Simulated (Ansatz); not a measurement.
# WSe2: the cost of one run

Computed with Ansatz 0.2.0 (reference: DFT, PBE, plane waves, PAW, unless a step's input says otherwise).

6 further runs of the same task are left out: 1 for a known fault of the program, 5 that didn't finish.

### Step 1. The structure to begin with

It takes space group R-3m (No. 166, trigonal). Conventional cell: a = 3.287 Å, b = 3.287 Å, c = 19.492 Å, α = 90.00°, β = 90.00°, γ = 120.00°. W (site symmetry -3m) has 6 Se at 2.55 Å as nearest neighbours. Se (site symmetry 3m) is surrounded by 3 W at 2.55 Å.

Coordinates:

```
W Se
1.0
     1.64330    0.94876    6.49727
    -1.64330    0.94876    6.49727
     0.00000   -1.89752    6.49727
W Se
1 2
Direct
  0.00000 0.00000 0.00000
  0.24626 0.24626 0.24626
  0.75374 0.75374 0.75374
```

### Step 2. Reference

input.yaml reads:

```yaml
crystal:
  lattice:
    - [1.6433003395, 0.9487598934, 6.4972670243]
    - [-1.6433003395, 0.9487598934, 6.4972670243]
    - [0.0, -1.8975197868, 6.4972670243]
  atoms:
    - { symbol: W, position: [0.0, 0.0, 0.0] }
    - { symbol: Se, position: [0.2462563273, 0.2462563273, 0.2462563273] }
    - { symbol: Se, position: [0.7537436727, 0.7537436727, 0.7537436727] }
kpoints:
  mp_grid: { grid: [6, 6, 6] }
hamiltonian:
  xc: pbe
scf:
  occupations: { method: fermi_dirac, width: 0.02 }
  n_extra_bands: 4
output:
  forces: true
  stress: true
  eigenvalues: true
```

Run with:

```
> ansatz run input.yaml --threads 4 --pin off --max-ram 3686MiB --backend cpu --events-out ev --progress --plain --runs-dir out
```

What time and memory should one allow on 4 threads of an x86-64 CPU, shared host?

About 2.1 s, with a peak of 0.41 GiB.
